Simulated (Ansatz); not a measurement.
# SiO₂ under pressure: fit and missing row

SiO₂, P6_322, a = 5.099 Å, c = 8.629 Å. This isn't the usual stable structure of the compound. Ansatz: PBE, PAW, 420 eV, Γ-centred 6×6×4 mesh on 12 atoms, Gaussian smearing 0.02 eV; no spin polarisation. Cell and atoms are relaxed at each pressure, and no other structure is tried, so the rows at high pressure may lie past a change of phase.

```tsv
V (Å³/atom)	P (GPa)
11.677	30.00
12.853	15.01
13.809	8.00
15.013	2.98
16.192	0.01
17.680	?
```

Q: Take V0 = 16.192 Å³/atom, count pressures from its P0 = 0.01 GPa, fit the third-order Birch–Murnaghan form to the other rows, and predict the missing pressure.

A: With the Eulerian strain f = ½[(V0/V)^(2/3) − 1] and y = (P − P0)/[3f(1 + 2f)^(5/2)], the form is the line y = B0 + 1.5 B0 (B0′ − 4) f. Rows (f, y): 0.12175, 47.6; 0.08322, 40.9; 0.05598, 36.5; 0.02585, 33.8. Means f = 0.07170, y = 39.700; Σ(Δf)² = 0.004987, ΣΔfΔy = 0.7300; the slope is their ratio. y = 29.20 + 146.4 f GPa, so B0 = 29.2 GPa and B0′ = 4 + 2 × (146.4)/(3 × 29.20) = 7.34. At V = 17.680, f = -0.02846, y = 25.03 and P = -1.84 GPa. The run gave -3.01 GPa, so the fit is 1.17 GPa too high, 3.5 % of the span of the series, against an rms of 0.23 GPa on the fitted rows. The row lies outside the fitted range. A fourth-order term fitted to the same rows gives P = -2.28 GPa at this row's volume (the line -1.84, the run -3.01), which recovers part of the miss. With a term in f² added B0′ becomes 5.05, so this figure hangs on the form.